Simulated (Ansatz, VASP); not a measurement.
# Two plane-wave programs on C

The input INCAR:

```
SYSTEM = C
PREC = Accurate
ENCUT = 520
EDIFF = 1E-6
ISMEAR = 0
SIGMA = 0.05
LREAL = .False.
LASPH = .True.
NELM = 100
ALGO = Normal
ISIF = 2
LWAVE = .False.
LCHARG = .False.
GGA = PE
IVDW = 12
NBANDS = 11
```

The input KPOINTS:

```
regular mesh
0
Gamma
  15 15 15
  0 0 0
```

File POSCAR:

```
C
1.0
    1.2222687308      0.7056771807      3.3334883167
   -1.2222687308      0.7056771807      3.3334883167
    0.0000000000     -1.4113543615      3.3334883167
C
2
Direct
    0.1647114427      0.1647114427      0.1647114427
    0.8352885573      0.8352885573      0.8352885573
```

Input for Ansatz:

```yaml
crystal:
  lattice:
    - [1.2222687308, 0.7056771807, 3.3334883167]
    - [-1.2222687308, 0.7056771807, 3.3334883167]
    - [0.0, -1.4113543615, 3.3334883167]
  atoms:
    - { symbol: C, position: [0.1647114427, 0.1647114427, 0.1647114427] }
    - { symbol: C, position: [0.8352885573, 0.8352885573, 0.8352885573] }
basis:
  ecutwfc: 520.0
kpoints:
  mp_grid: { grid: [15, 15, 15] }
hamiltonian:
  xc: pbe
  dispersion: d3bj
scf:
  occupations: { method: gaussian, width: 0.05 }
output:
  forces: true
  stress: true
  eigenvalues: true
```

Change from the starting cell: mode 4 frozen in at -0.019 Å, equal normal strain along x, y and z -0.0083.

Alike in both runs: task single point; functional PBE; dispersion D3(BJ); k mesh 15 × 15 × 15; occupations gaussian, width 0.05 eV; no spin polarisation.

```csv
,VASP,Ansatz
version,VASP 6.6.1,Ansatz 0.2.0
potentials or method,"VASP PAW PBE potentials, release 64 (C)","scalar-relativistic, plane waves, PAW"
plane-wave cutoff (eV),520,520
valence electrons in the cell,8,8
```

```csv
,VASP,Ansatz,Ansatz less VASP
gap on the k mesh at the Fermi level (eV),0.74,0.74,0.000
least direct gap on the mesh (eV),0.74,0.74,0.000
pressure (GPa),8.1,7.6,-0.44
largest component of the traceless stress (GPa),8.23,7.69,-0.544
rms of the force components (eV/Å),0.358,0.360,+0.0013
```

Atom by atom the forces differ by 0.001 eV/Å (rms over components).

Caveats: an odd mesh through Γ misses points on the zone boundary, where band edges often lie.
